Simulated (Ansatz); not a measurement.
The cell is ZnO built on the h-MgO prototype; cell and atoms were relaxed with r2SCAN. It is hexagonal, P6_3/mmc (No. 194); a = 3.417 Å, c = 4.478 Å in the conventional setting, 11.32 Å³ an atom. Around Zn lie 5 O at 1.97–2.24 Å; around O lie 5 Zn at 1.97–2.24 Å.

```
Zn O
1.0
     3.41653    0.00000    0.00000
    -1.70827    2.95880    0.00000
     0.00000    0.00000    4.47757
Zn O
2 2
Direct
  0.33333 0.66667 0.25000
  0.66667 0.33333 0.75000
  0.66667 0.33333 0.25000
  0.33333 0.66667 0.75000
```

5 runs of the PAW code Ansatz on this cell differ in the functional (and in the settings that go with it). Levels are in eV from each run's valence top; v1 is the last filled band, c1 the first empty one.

Run A, mean stress +6.5 GPa (compression positive):

| point | v5 | v3 | v1 | c1 | c2 | c3 |
| --- | --- | --- | --- | --- | --- | --- |
| Γ | -0.93 | -0.80 | -0.05 | 1.02 | 4.97 | 9.99 |
| M | -3.22 | -2.50 | -1.31 | 5.92 | 6.55 | 7.91 |
| K | -3.11 | -2.40 | -1.94 | 7.46 | 7.46 | 7.92 |
| A | -2.23 | -0.36 | -0.36 | 4.39 | 4.39 | 11.55 |

Run B, mean stress -6.3 GPa (compression positive):

| point | v5 | v3 | v1 | c1 | c2 | c3 |
| --- | --- | --- | --- | --- | --- | --- |
| Γ | -0.93 | -0.83 | -0.07 | 0.94 | 4.76 | 9.82 |
| M | -3.29 | -2.55 | -1.33 | 5.81 | 6.33 | 7.74 |
| K | -3.18 | -2.43 | -1.96 | 7.31 | 7.31 | 7.74 |
| A | -2.26 | -0.38 | -0.38 | 4.29 | 4.29 | 11.30 |

Run C, mean stress +1.2 GPa (compression positive):

| point | v5 | v3 | v1 | c1 | c2 | c3 |
| --- | --- | --- | --- | --- | --- | --- |
| Γ | -0.96 | -0.78 | -0.07 | 3.42 | 7.81 | 12.92 |
| M | -3.48 | -2.81 | -1.31 | 8.74 | 9.09 | 10.99 |
| K | -3.45 | -2.39 | -2.12 | 10.47 | 10.47 | 10.52 |
| A | -2.44 | -0.45 | -0.45 | 6.95 | 6.95 | 14.44 |

Run D, mean stress 0.0 GPa (compression positive):

| point | v5 | v3 | v1 | c1 | c2 | c3 |
| --- | --- | --- | --- | --- | --- | --- |
| Γ | -0.97 | -0.78 | -0.03 | 1.49 | 5.67 | 10.71 |
| M | -3.18 | -2.53 | -1.32 | 6.60 | 7.05 | 8.69 |
| K | -3.08 | -2.42 | -1.96 | 8.22 | 8.22 | 8.38 |
| A | -2.21 | -0.34 | -0.34 | 4.87 | 4.87 | 12.42 |

Run E, mean stress -2.6 GPa (compression positive):

| point | v5 | v3 | v1 | c1 | c2 | c3 |
| --- | --- | --- | --- | --- | --- | --- |
| Γ | -0.95 | -0.79 | -0.05 | 3.77 | 8.30 | 13.39 |
| M | -3.44 | -2.81 | -1.31 | 9.23 | 9.42 | 11.54 |
| K | -3.41 | -2.39 | -2.13 | 10.81 | 11.02 | 11.02 |
| A | -2.43 | -0.44 | -0.44 | 7.29 | 7.29 | 15.00 |

Question: Match the runs to LDA, PBE, r2SCAN, PBE0, r2SCAN0.

Answer: A is PBE, B is LDA, C is PBE0, D is r2SCAN, E is r2SCAN0. In order of the gap: LDA 0.94, PBE 1.02, r2SCAN 1.49, PBE0 3.42, r2SCAN0 3.77 eV. The stress vanishes for r2SCAN, which relaxed the cell.

(Calculated; spin-unpolarised; the phase may be known or hypothetical.)

The stress of a hybrid is loosely converged in these runs.

The meshes of the hybrids are coarse, so their gaps aren't converged to the digits shown.
